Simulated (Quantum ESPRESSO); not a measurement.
Ge:

```xyz
2
Lattice="1.4881 -2.5947 0.0000 1.4881 2.5947 0.0000 0.0000 0.0000 4.7276" Properties=species:S:1:pos:R:3 pbc="T T T"
Ge    1.4881    0.8643    1.1819
Ge    1.4881   -0.8643    3.5457
```

This isn't the form of Ge at room conditions, which is diamond.

| Quantity | Value |
| --- | --- |
| Program | Quantum ESPRESSO 7.5 |
| Task | single point |
| Functional | PBE |
| Potentials or basis | SSSP 1.3 efficiency PBE |
| Cutoff | 748 eV |
| Density cutoff | 5987 eV |
| k mesh | 10 × 10 × 6 |
| Occupations | fermi-dirac, width 0.05 eV |
| Spin | no spin polarisation |

On this cell: pressure 4.2 GPa; largest force under 0.003 eV/Å; band gap on the k mesh none (metal or under the smearing width).

The same run follows on a disturbed copy (atoms moved at random, drawn with an rms of 0.05 Å):

```
Ge
1.0
     1.48805   -2.59469    0.00000
     1.48805    2.59469    0.00000
     0.00000    0.00000    4.72760
Ge
2
Direct
  0.32710 0.67936 0.25322
  0.67910 0.33589 0.74526
```

Problem. What does the disturbed cell give?

Solution. The energy (extrapolated to zero smearing) moves by +0.1 meV/atom; pressure 4.3 GPa; largest force 0.032 eV/Å; band gap on the k mesh none (metal or under the smearing width).

Forces on the atoms (eV/Å):
```
Ge   0.000 -0.013 -0.030
Ge   0.000  0.013  0.030
```

Stress tensor (GPa, compression positive):
```
 3.54  0.02 -0.03
 0.02  3.29  0.05
-0.03  0.05  6.07
```
